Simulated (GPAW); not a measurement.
Wanted: an ASE script for a GPAW 26.7.0 run.

* Task: single point
* Functional: PBE
* Potentials or basis: GPAW PAW data sets (gpaw-data 1.2.1)
* Cutoff: 800 eV
* Basis: pw
* k mesh: 8 × 8 × 8
* Occupations: gaussian, width 0.019 eV
* Spin: no spin polarisation
* Maxiter: 150

The structure of NaCl lies in NaCl.xyz:

```xyz
2
Lattice="3.5021900000 0.0000000000 0.0000000000 0.0000000000 3.5021900000 0.0000000000 0.0000000000 0.0000000000 3.5021900000" Properties=species:S:1:pos:R:3 pbc="T T T"
Cl     1.7510950000      1.7510950000      1.7510950000
Na     0.0000000000      0.0000000000      0.0000000000
```

Measurements of this composition are mostly on another form, of space group No. 225.

The input as run:

run.py

```python
from ase.dft.bandgap import bandgap
from ase.io import read, write
from ase.units import Bohr, GPa
from gpaw import GPAW, PW
from gpaw.elf import elf_from_dft_calculation

atoms = read('NaCl.xyz')

calc = GPAW(mode=PW(800),
            xc='PBE',
            kpts={'size': (8, 8, 8), 'gamma': True},
            occupations={'name': 'methfessel-paxton', 'order': 0, 'width': 0.019000000000000003},
            nbands=15,
            convergence={'density': 1e-05, 'energy': 1e-05},
            maxiter=150,
            txt='gpaw.txt')
atoms.calc = calc
energy = atoms.get_potential_energy()
forces = atoms.get_forces()
stress = atoms.get_stress()
calc.write('gs.gpw')
write('result.traj', atoms)
print(f'Energy: {energy:.6f} eV')
print('Forces (eV/A):')
print(forces.round(4))
print('Stress (GPa):', (stress / GPa).round(3))
print('Fermi level:', round(calc.get_fermi_level(), 4), 'eV')
print(f'Gap: {bandgap(calc)[0]:.4f} eV, direct: {bandgap(calc, direct=True)[0]:.4f} eV')

# fields on the real-space grid
write('density.cube', atoms, data=calc.get_pseudo_density() * Bohr**3)
write('potential.cube', atoms, data=calc.get_electrostatic_potential())
write('elf.cube', atoms, data=elf_from_dft_calculation(calc).data)
```

Potentials or basis: GPAW PAW data sets (gpaw-data 1.2.1), pw.

Run with:

```bash
$ OMP_NUM_THREADS=1 python run.py
```

Results of the run:

```yaml
Pressure: 0.1 GPa
Band_gap_on_the_k_mesh: 3.98 eV, indirect (least direct gap 4.47 eV)
```

Run time: 18 s on 1 thread of Arm Neoverse V1 (shared host), peak memory 0.17 GiB.
